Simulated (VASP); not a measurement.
GaP, 2 atoms in the cell. The structure is cubic, space group F-43m (No. 216). The conventional cell has a = 5.451 Å, b = 5.451 Å, c = 5.451 Å, α = 90.00°, β = 90.00°, γ = 90.00°. Ga (site symmetry -43m) has 4 P at 2.36 Å as nearest neighbours. P (site symmetry -43m) is surrounded by 4 Ga at 2.36 Å. 

- Program: VASP 6.6.1
- Task: relaxation of cell and atoms
- Functional: PW91
- Potentials or basis: VASP PAW PBE potentials, release 64 (Ga_d, P)
- Cutoff: 600 eV
- k mesh: 8 × 8 × 8
- Occupations: fermi-dirac, width 0.05 eV
- Spin: no spin polarisation
- Further INCAR settings: ALGO = Normal; EDIFF = 1e-07; IBRION = 2; EDIFFG = -0.01; NSW = 40; ISIF = 3

Potentials or basis: VASP PAW PBE potentials, release 64 (Ga_d, P).

Run with:

```console
$ cat potpaw_PBE.64/Ga_d/POTCAR potpaw_PBE.64/P/POTCAR > POTCAR
$ mpirun -np 1 vasp_std > vasp.out
```

Hardware: 1 thread of AMD EPYC 9R45 (Zen 5), on a shared host.

How long does it take, and how much memory?

Run time: 28 s on 1 thread of AMD EPYC 9R45 (Zen 5) (shared host), peak memory 0.16 GiB. Counts: scf iterations 32, k points 29, ion steps 3.
